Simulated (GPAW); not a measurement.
Runs of GPAW 26.7.0 on Te. Symmetry: P3_121, No. 152, trigonal system. Conventional cell: a = 4.454 Å, b = 4.454 Å, c = 5.924 Å, α = 90.00°, β = 90.00°, γ = 120.00°. Around Te (site symmetry 2) lie 2 Te at 2.86 Å. 

```csv
task,level,potentials or basis,cell,k mesh,cutoff (eV),smearing,response ecut,eta,maxiter,response k mesh,domega0,gap on the mesh (eV),pressure (GPa),largest force (eV/Å)
single point,PBEsol,"PAW data sets generated in the run's folder for this functional, pw","atoms moved at random, drawn with an rms of 0.05 Å",7 × 7 × 5,600,fermi-dirac 0.05 eV,-,-,150,-,-,0.44,-1.7,0.18
optical spectrum,LDA,"the program's PAW data sets (release 1.2.1) made for this functional, pw",as given,6 × 6 × 4,400,fermi-dirac 0.001 eV,50 eV,0.1 eV,150,11 × 11 × 7,0.05 eV,0.11,-,-
optical spectrum,PBEsol,"PAW data sets generated in the run's folder for this functional, pw",as given,6 × 6 × 4,400,fermi-dirac 0.001 eV,50 eV,0.1 eV,150,11 × 11 × 7,0.05 eV,(a),-,-
single point,r2SCAN,"GPAW PAW data sets (gpaw-data 1.2.1), pw",volume scaled by 0.96,6 × 6 × 4,450,fermi-dirac 0.05 eV,-,-,120,-,-,0.34,2.7,0.10
optical spectrum,AM05,"PAW data sets generated in the run's folder for this functional, pw",as given,6 × 6 × 4,400,fermi-dirac 0.001 eV,50 eV,0.1 eV,150,11 × 11 × 7,0.05 eV,0.15,-,-
optical spectrum,RPBE,"the program's PAW data sets (release 1.2.1) made for this functional, pw",as given,6 × 6 × 4,400,fermi-dirac 0.001 eV,50 eV,0.1 eV,150,11 × 11 × 7,0.05 eV,0.20,-,-
single point,PBEsol,"PAW data sets generated in the run's folder for this functional, pw",as given,7 × 7 × 5,600,fermi-dirac 0.05 eV,-,-,150,-,-,(b),(c),0.07
optical spectrum,PBE,"GPAW PAW data sets (gpaw-data 1.2.1), pw",as given,6 × 6 × 4,400,fermi-dirac 0.001 eV,50 eV,0.1 eV,150,11 × 11 × 7,0.05 eV,0.17,-,-
```

Alike in all rows: no spin polarisation.

Task: Fill in the values left out.

Result: (a) 0.13; (b) 0.59; (c) -1.3.

Caveats: spin-orbit coupling is left out, which moves the levels of the heavy elements; an odd mesh through Γ misses points on the zone boundary, where band edges often lie (some runs); with so narrow a direct gap the onset needs a denser k mesh (some runs); the long-wavelength limit can be off by a per cent or two (some runs); independent-particle spectra lack excitons (some runs); the cutoff is short for stress and forces, so pressures can be off by a GPa or more (some runs); the PAW data sets were made with another functional, which shifts forces and pressure a little (some runs).

A k mesh can miss the band edges, and the runs leave out spin-orbit coupling on Te.
